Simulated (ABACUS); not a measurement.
# BN (F-43m) in ABACUS: settings compared

Aim: see how the results for BN move with the level of theory and the settings. Levels: MS2, SOGGA, BLYP. Tasks: relaxation of cell and atoms, single point.

Program: ABACUS 3.10.1. These are calculated values, not measurements. Logs are shortened: lines on timing, memory, paths and dates and some standing lists are left out, and cuts for length are marked.

**Experimental background.**

A printed reference work, monograph reports, for a bulk crystal of BN at 300 K: band gap 6.4 eV (indirect).

How close the calculation comes is told below.

**1. The crystal as given**

It takes space group F-43m (No. 216, cubic). Conventional cell: a = 3.626 Å, b = 3.626 Å, c = 3.626 Å, α = 90.00°, β = 90.00°, γ = 90.00°. Around N (site symmetry -43m) lie 4 B at 1.57 Å. Around B (site symmetry -43m) lie 4 N at 1.57 Å.

The cell is a database's computed one.

**2. Relaxation of cell and atoms, MS2**

run_abacus.py reads:

```python
"""ABACUS run from a structure file: ASE reads it, the script writes STRU, KPT and INPUT."""
import re
import subprocess
from ase.io import read
from ase.units import Bohr

atoms = read("BN.xyz")
atoms = atoms[(-atoms.numbers).argsort(kind="stable")]  # ABACUS lists atoms element by element
pseudo = {'N': 'N_ONCV_PBE-1.2.upf', 'B': 'B_ONCV_PBE-1.2.upf'}
orbital = {}
magmoms = None
kmesh = [8, 8, 8]
params = {
    'suffix': 'BN',
    'calculation': 'cell-relax',
    'basis_type': 'pw',
    'pseudo_dir': './',
    'symmetry': 1,
    'dft_functional': 'MGGA_X_MS2+GGA_C_REGTPSS',
    'ecutwfc': 97,
    'pseudo_rcut': 10,
    'nspin': 1,
    'nbands': 8,
    'ks_solver': 'dav',
    'smearing_method': 'fd',
    'smearing_sigma': 0.00367493,
    'scf_thr': 1e-08,
    'scf_nmax': 100,
    'mixing_type': 'broyden',
    'mixing_beta': 0.7,
    'cal_force': 1,
    'cal_stress': 1,
    'mixing_tau': 1,
    'relax_nmax': 60,
    'force_thr_ev': 0.02,
    'relax_method': 'cg',
    'out_stru': 1,
    'stress_thr': 0.2,
    'kpar': 4,
}

symbols = atoms.get_chemical_symbols()
elements = list(dict.fromkeys(symbols))
lines = ["ATOMIC_SPECIES"] + [f"{e} {atoms.get_masses()[symbols.index(e)]:.4f} {pseudo[e]}" for e in elements]
if orbital:
    lines += ["", "NUMERICAL_ORBITAL"] + [orbital[e] for e in elements]
lines += ["", "LATTICE_CONSTANT", f"{1 / Bohr:.10f}", "", "LATTICE_VECTORS"]
lines += [" ".join(f"{x:.10f}" for x in v) for v in atoms.cell]
lines += ["", "ATOMIC_POSITIONS", "Direct"]
for e in elements:
    lines += ["", e, "0.0", str(symbols.count(e))]
    for i, p in enumerate(atoms.get_scaled_positions(wrap=False)):
        if symbols[i] == e:
            mag = "" if magmoms is None else " mag " + " ".join(str(x) for x in (magmoms[i] if isinstance(magmoms[i], list) else [magmoms[i]]))
            lines.append(" ".join(f"{x:.10f}" for x in p) + " 1 1 1" + mag)
open("STRU", "w").write("\n".join(lines) + "\n")
open("KPT", "w").write("K_POINTS\n0\nGamma\n%d %d %d 0 0 0\n" % tuple(kmesh))
open("INPUT", "w").write("INPUT_PARAMETERS\n" + "".join(f"{k:<20s}{v}\n" for k, v in params.items()))

done = subprocess.run(['mpirun', '-np', '4', 'abacus'])
if done.returncode:
    raise SystemExit(done.returncode)
log = open("OUT.BN/running_cell-relax.log").read()
print("final energy (eV):", re.findall(r"FINAL_ETOT_IS (\S+)", log))
```

BN.xyz reads:

```xyz
2
Lattice="0.0000000000 1.8130010000 1.8130010000 1.8130010000 0.0000000000 1.8130010000 1.8130010000 1.8130010000 0.0000000000" Properties=species:S:1:pos:R:3 pbc="T T T"
N      0.9065005000      0.9065005000      0.9065005000
B      0.0000000000      0.0000000000      0.0000000000
```

Potentials or basis: SG15 ONCV 1.2 PBE, plane waves.

The run is started by

```bash
$ OMP_NUM_THREADS=1 python run_abacus.py > log
```

running log:

```text
ABACUS v3.10.1

               Atomic-orbital Based Ab-initio Computation at UStc

 ------------------------------------------------------------------------------------

 READING GENERAL INFORMATION
                           global_out_dir = OUT.BN/
                           global_in_card = INPUT
                               pseudo_dir = ./
[... 8 lines left out ...]

 READING ATOM TYPE 1
                               atom label = N
                      L=0, number of zeta = 1
                      L=1, number of zeta = 1
                      L=2, number of zeta = 1
             number of atom for this type = 1

 READING ATOM TYPE 2
                               atom label = B
                      L=0, number of zeta = 1
                      L=1, number of zeta = 1
                      L=2, number of zeta = 1
             number of atom for this type = 1

                        TOTAL ATOM NUMBER = 2
DIRECT COORDINATES
    atom                   x                   y                   z     mag                  vx                  vy                  vz
taud_N1            0.2500000000        0.2500000000        0.2500000000  0.0000        0.0000000000        0.0000000000        0.0000000000
taud_B1            0.0000000000        0.0000000000        0.0000000000  0.0000        0.0000000000        0.0000000000        0.0000000000

                          Volume (Bohr^3) = 80.4305
                             Volume (A^3) = 11.9186

 Lattice vectors: (Cartesian coordinate: in unit of a_0)
                   +0              +1.813              +1.813
               +1.813                  +0              +1.813
               +1.813              +1.813                  +0
 Reciprocal vectors: (Cartesian coordinate: in unit of 2 pi/a_0)
            -0.275786           +0.275786           +0.275786
            +0.275786           -0.275786           +0.275786
            +0.275786           +0.275786           -0.275786
 The esolver type has been set to : ksdft_pw

                PAO radial cut off (Bohr) = 10

 Read in pseudopotential file is N_ONCV_PBE-1.2.upf
                     pseudopotential type = NC
          exchange-correlation functional = PBE
                 nonlocal core correction = 0
                        valence electrons = 5
                                     lmax = 1
                           number of zeta = 0
                     number of projectors = 4
                           L of projector = 0
                           L of projector = 0
                           L of projector = 1
                           L of projector = 1
 XC functional updated to : MGGA_X_MS2+GGA_C_REGTPSS
          exchange-correlation functional = MGGA_X_MS2+GGA_C_REGTPSS
                PAO radial cut off (Bohr) = 10

 Read in pseudopotential file is B_ONCV_PBE-1.2.upf
                     pseudopotential type = NC
          exchange-correlation functional = PBE
                 nonlocal core correction = 0
                        valence electrons = 3
                                     lmax = 1
                           number of zeta = 0
                     number of projectors = 4
                           L of projector = 0
                           L of projector = 0
                           L of projector = 1
                           L of projector = 1
 XC functional updated to : MGGA_X_MS2+GGA_C_REGTPSS
          exchange-correlation functional = MGGA_X_MS2+GGA_C_REGTPSS
     initial pseudo atomic orbital number = 0

 SETUP THE ELECTRONS NUMBER
             electron number of element N = 5
       total electron number of element N = 5
             electron number of element B = 3
       total electron number of element B = 3
            AUTOSET number of electrons:  = 8
                           occupied bands = 4
                                   NBANDS = 8
                                   NLOCAL = 18

 SETUP THE PLANE WAVE BASIS
 energy cutoff for charge/potential (unit:Ry) = 388
[... 50 lines left out ...]
                                       C6 = 0
                                       S1 = 6
                                       S3 = 0
                                       S4 = 6
                                       S6 = 0
               POINT GROUP IN SPACE GROUP = T_d

 SETUP K-POINTS
                                    nspin = 1
                   Input type of k points = Monkhorst-Pack(Gamma)
                                   nkstot = 512
                       right hand lattice = 1
(for reciprocal lattice: )
                             BRAVAIS TYPE = 2
                     BRAVAIS LATTICE NAME = 02. Cubic I (body-centered)
                                    ibrav = 2
                       right hand lattice = 1
(for k-lattice: )
                             BRAVAIS TYPE = 2
                     BRAVAIS LATTICE NAME = 02. Cubic I (body-centered)
                                    ibrav = 2
                       right hand lattice = 1
                        ROTATION MATRICES = 48
                               nkstot_ibz = 29
K-POINTS REDUCTION ACCORDING TO SYMMETRY
     IBZ    DIRECT_X    DIRECT_Y    DIRECT_Z  WEIGHT  ibz2bz
       1  0.00000000  0.00000000  0.00000000  0.0020       0
       2  0.12500000  0.12500000  0.12500000  0.0156       1
       3  0.25000000  0.25000000  0.25000000  0.0156       2
       4  0.37500000  0.37500000  0.37500000  0.0156       3
       5  0.50000000  0.50000000  0.50000000  0.0078       4
       6  0.12500000  0.12500000  0.00000000  0.0117       9
[... 21 lines left out ...]
      28 -0.12500000  0.50000000  0.37500000  0.0234     101
      29  0.50000000  0.25000000 -0.25000000  0.0117     166

                               nkstot now = 29
[... K-POINTS DIRECT COORDINATES: 29 rows ...]

           k-point number in this process = 8
       minimum distributed K point number = 7
[... stars of the k points ...]

[... K-POINTS CARTESIAN COORDINATES: 8 rows ...]

[... K-POINTS DIRECT COORDINATES: 8 rows ...]

 SETUP PLANE WAVES FOR WAVE FUNCTIONS
     energy cutoff for wavefunc (unit:Ry) = 97
              fft grid for wave functions = [ 32, 32, 32 ]
                    number of plane waves = 1639
                         number of sticks = 187

 PARALLEL PW FOR WAVE FUNCTIONS
     PROC   COLUMNS(POT)             PW
        1            187           1639
 --------------- sum -------------------
        1            187           1639

 SETUP NONLOCAL PSEUDOPOTENTIALS IN PLANE WAVE BASIS
 N non-local projectors:
 projector 1 L=0
 projector 2 L=0
 projector 3 L=1
 projector 4 L=1
 B non-local projectors:
 projector 1 L=0
 projector 2 L=0
 projector 3 L=1
 projector 4 L=1
      TOTAL NUMBER OF NONLOCAL PROJECTORS = 16

 Init Non-Local PseudoPotential table :
 Init Non-Local-Pseudopotential done.

                                     npwx = 1314

 -------------------------------------------
 STEP OF RELAXATION : 1
 -------------------------------------------
                                 init_chg = atomic

 PW ALGORITHM --------------- ION=   1  ELEC=   1--------------------------------

 Density error is 0.122662159185
                          Error Threshold = 0.01
----------------------------------------------------------
     Energy           Rydberg                 eV
----------------------------------------------------------
 E_KohnSham     -25.0328786547       -340.5897870467
 E_Harris       -23.9850854996       -326.3338298116
 E_Fermi        1.2169584505         16.5575691564
----------------------------------------------------------

 PW ALGORITHM --------------- ION=   1  ELEC=   2--------------------------------

 Density error is 0.0339723446245
                          Error Threshold = 0.00153327698982
----------------------------------------------------------
     Energy           Rydberg                 eV
----------------------------------------------------------
 E_KohnSham     -25.0624127389       -340.9916188774
 E_Harris       -25.3917025514       -345.4718366197
 E_Fermi        1.0960128112         14.9120193135
----------------------------------------------------------
[... 702 lines left out ...]
----------------------------------------------------------------
 TOTAL-STRESS (KBAR)
----------------------------------------------------------------
        -0.1575440530         0.0000000000        -0.0000000000
         0.0000000000        -0.1575440530         0.0000000000
         0.0000000000        -0.0000000000        -0.1575440530
----------------------------------------------------------------
 TOTAL-PRESSURE: -0.157544 KBAR

 Largest gradient in force is 0.000000 eV/A.
 Threshold is 0.020000 eV/A.

 Largest gradient in stress is 0.157544 kbar.
 Threshold is 0.200000 kbar.

 Relaxation is converged!

 --------------------------------------------
 !FINAL_ETOT_IS -337.1121745729572012 eV
 --------------------------------------------
```

Wall time 27 s (4 MPI ranks of AMD EPYC 7R13 (Zen 3), shared host); peak memory 0.36 GiB.

Results:

```yaml
Free_energy: -337.1122 eV
Relaxed_volume: 11.84 Å³/atom
Relaxed_cell: a = 3.223 Å, b = 3.223 Å, c = 3.223 Å, α = 60.00°, β = 60.00°, γ = 60.00°
Space_group_after_relaxing_to_0.05_Å: F-43m (No. 216)
Energy_gained_by_relaxing: -1892.5 meV/atom
Ionic_steps: 7
Pressure_after_relaxing: 0.0 GPa
Band_gap_on_the_k_mesh: 2.19 eV, direct
```

The path:
| step | energy change (eV) | largest force (eV/Å) | pressure (GPa) | volume (Å³) |
| --- | --- | --- | --- | --- |
| 1 | 0.0000 | 0.0000 | 148.30 | 11.92 |
| 2 | 4.2000 | 0.0000 | -1.58 | 24.75 |
| 3 | 4.0671 | 0.0000 | -1.12 | 24.40 |
| 4 | 3.9474 | 0.0000 | -0.68 | 24.10 |
| 5 | 3.7650 | 0.0000 | 0.07 | 23.63 |
| 6 | 3.7748 | 0.0000 | 0.04 | 23.66 |
| 7 | 3.7850 | 0.0000 | -0.02 | 23.68 |

Final structure:
```
N B
1.0
     0.00000    2.27926    2.27926
     2.27926    0.00000    2.27926
     2.27926    2.27926    0.00000
N B
1 1
Direct
  0.25000 0.25000 0.25000
  0.00000 0.00000 0.00000
```

Caveat: the volume moved by over 15 % at a fixed basis, so the end points are rough; the potentials were made for another functional, which shifts forces and pressure.

**3. Single point, SOGGA**

INPUT reads:

```
INPUT_PARAMETERS
suffix              BN
calculation         scf
basis_type          pw
pseudo_dir          ./
symmetry            1
dft_functional      GGA_X_SOGGA+GGA_C_PBE
ecutwfc             84
pseudo_rcut         10
nspin               1
nbands              14
ks_solver           dav
smearing_method     fd
smearing_sigma      0.00367493
scf_thr             1e-08
scf_nmax            100
mixing_type         broyden
mixing_beta         0.7
cal_force           1
cal_stress          1
out_chg             1
out_pot             2
out_elf             1
```

STRU reads:

```
ATOMIC_SPECIES
N 14.0070 N.upf
B 10.8100 B.upf

LATTICE_CONSTANT
1.8897261246

LATTICE_VECTORS
0.0000000000 1.8130010000 1.8130010000
1.8130010000 0.0000000000 1.8130010000
1.8130010000 1.8130010000 0.0000000000

ATOMIC_POSITIONS
Direct

N
0.0
1
0.2500000000 0.2500000000 0.2500000000 1 1 1

B
0.0
1
0.0000000000 0.0000000000 0.0000000000 1 1 1
```

KPT reads:

```
K_POINTS
0
Gamma
10 10 10 0 0 0
```

Potentials or basis: PseudoDojo NC SR 0.5 PBE standard, plane waves.

The run is started by

```bash
$ OMP_NUM_THREADS=1 mpirun -np 4 abacus > log
```

Run time: 5.7 s. Hardware: 4 MPI ranks of AMD EPYC 7R43 (Zen 3), shared host; peak memory 0.2 GiB.

Results (log left out):

```
Free energy            : -362.8825 eV
Pressure               : -7.8 GPa
Band gap on the k mesh : 4.20 eV, indirect (least direct gap 8.74 eV)
```

Levels at points of the mesh, in eV from the valence-band top:
```tsv
k point	band 2	band 3	band 4	band 5	band 6	band 7
(0.00, 0.00, 0.00)	0.00	0.00	0.00	8.74	8.74	8.74
(0.50, 0.50, 0.50)	-10.77	-1.94	-1.94	9.91	10.59	10.59
(0.50, 0.50, 0.00)	-8.97	-4.92	-4.92	4.20	9.02	17.73
```

Caveat: the potentials were made for another functional, which shifts forces and pressure.

**4. Single point, BLYP**

Changes to run_abacus.py since step 2:

```diff
@@ -6,23 +6,24 @@
 
-atoms = read("BN.xyz")
+atoms = read("POSCAR")
 atoms = atoms[(-atoms.numbers).argsort(kind="stable")]  # ABACUS lists atoms element by element
 pseudo = {'N': 'N_ONCV_PBE-1.2.upf', 'B': 'B_ONCV_PBE-1.2.upf'}
-orbital = {}
+orbital = {'N': 'N_confined-atom_6au_2s2p1d.orb', 'B': 'B_confined-atom_7au_2s2p1d.orb'}
 magmoms = None
-kmesh = [8, 8, 8]
+kmesh = [12, 12, 12]
 params = {
     'suffix': 'BN',
-    'calculation': 'cell-relax',
-    'basis_type': 'pw',
+    'calculation': 'scf',
+    'basis_type': 'lcao',
     'pseudo_dir': './',
+    'orbital_dir': './',
     'symmetry': 1,
-    'dft_functional': 'MGGA_X_MS2+GGA_C_REGTPSS',
-    'ecutwfc': 97,
+    'dft_functional': 'GGA_X_B88+GGA_C_LYP',
+    'ecutwfc': 100,
     'pseudo_rcut': 10,
     'nspin': 1,
-    'nbands': 8,
-    'ks_solver': 'dav',
+    'nbands': 14,
+    'ks_solver': 'genelpa',
     'smearing_method': 'fd',
     'smearing_sigma': 0.00367493,
-    'scf_thr': 1e-08,
+    'scf_thr': 1e-07,
     'scf_nmax': 100,
@@ -32,9 +33,4 @@
     'cal_stress': 1,
-    'mixing_tau': 1,
-    'relax_nmax': 60,
-    'force_thr_ev': 0.02,
-    'relax_method': 'cg',
-    'out_stru': 1,
-    'stress_thr': 0.2,
-    'kpar': 4,
+    'out_mul': 1,
+    'out_chg': 1,
 }
@@ -62,3 +58,3 @@
     raise SystemExit(done.returncode)
-log = open("OUT.BN/running_cell-relax.log").read()
+log = open("OUT.BN/running_scf.log").read()
 print("final energy (eV):", re.findall(r"FINAL_ETOT_IS (\S+)", log))
```

POSCAR reads:

```
BN
1.0
    0.0000000000      1.8130010000      1.8130010000
    1.8130010000      0.0000000000      1.8130010000
    1.8130010000      1.8130010000      0.0000000000
N B
1 1
Direct
    0.2500000000      0.2500000000      0.2500000000
    0.0000000000      0.0000000000      0.0000000000
```

Potentials or basis: SG15 ONCV 1.2 PBE, DZP LCAO (the cutoffs set its grid).

The run is started by

```bash
$ OMP_NUM_THREADS=1 python run_abacus.py > log
```

Wall time 3.9 s (4 MPI ranks of Intel Xeon Platinum 8488C (Sapphire Rapids), shared host); peak memory 0.4 GiB.

Results (log left out):

```
Free energy            : -348.5092 eV
Pressure               : 6.7 GPa
Band gap on the k mesh : 4.95 eV, indirect (least direct gap 8.90 eV)
Mulliken charges       : N -0.46; B +0.46 e
```

Levels at points of the mesh, in eV from the valence-band top:
```csv
k point,band 1,band 2,band 3,band 4,band 5,band 6,band 7,band 8
"(0.00, 0.00, 0.00)",-19.86,0.00,0.00,0.00,8.90,8.90,8.90,11.08
"(0.50, 0.50, 0.50)",-15.82,-10.39,-1.92,-1.92,10.33,10.86,10.86,15.81
"(0.50, 0.50, 0.00)",-14.48,-8.69,-4.82,-4.82,4.95,9.54,17.81,17.81
```

Caveat: the atomic orbitals were generated for these runs and aren't a published set; Mulliken charges move with the basis; the potentials were made for another functional, which shifts forces and pressure; the basis of atomic orbitals isn't converged, which shifts pressures, moduli and gaps.

**5. Overview**

```tsv
task	level	potentials or basis	cell	k mesh	cutoff (eV)	max steps of the relaxation	force threshold	optimiser	stress threshold	SCF threshold on the density	gap on the mesh (eV)	pressure (GPa)
relaxation of cell and atoms	MS2	SG15 ONCV 1.2 PBE, plane waves	relaxed	8 × 8 × 8	1320	60	0.02 eV/Å	cg	0.2 kbar	1e-08	2.19	0.0
single point	SOGGA	PseudoDojo NC SR 0.5 PBE standard, plane waves	as given	10 × 10 × 10	1143	-	-	-	-	1e-08	4.20	-7.8
single point	BLYP	SG15 ONCV 1.2 PBE, DZP LCAO (the cutoffs set its grid)	as given	12 × 12 × 12	1361	-	-	-	-	1e-07	4.95	6.7
```

Alike in all rows: no spin polarisation; smearing fermi-dirac 0.05 eV.

Caveats: the potentials were made for another functional, which shifts forces and pressure; the volume moved by over 15 % at a fixed basis, so the end points are rough (some runs); the atomic orbitals were generated for these runs and aren't a published set (some runs); the basis of atomic orbitals isn't converged, which shifts pressures, moduli and gaps (some runs).

Total energies depend on the potentials used, so only differences within one code and one set of settings carry meaning.

**6. Comparison with measurements**

Step 3. Measured gap of BN: 6.4 eV (indirect; 300 K; a printed reference work, monograph). This calculation gives 4.20 eV (-2.20 eV). The value is that of SOGGA on a finite k mesh, which can miss the band edges, without temperature or zero-point motion. The cell is a database's relaxed one, not the measured one, which moves gaps too.

Step 4. A measured gap of BN is 6.4 eV (indirect; 300 K; a printed reference work, monograph); the calculated 4.95 eV misses it by -1.45 eV. The value is that of BLYP in an atomic basis (SG15 ONCV 1.2 PBE, DZP LCAO (the cutoffs set its grid)), whose error adds to the functional's, on a finite k mesh, which can miss the band edges, without temperature or zero-point motion. Semilocal functionals fall short of measured gaps as a rule. The cell is a database's relaxed one, not the measured one, which moves gaps too.
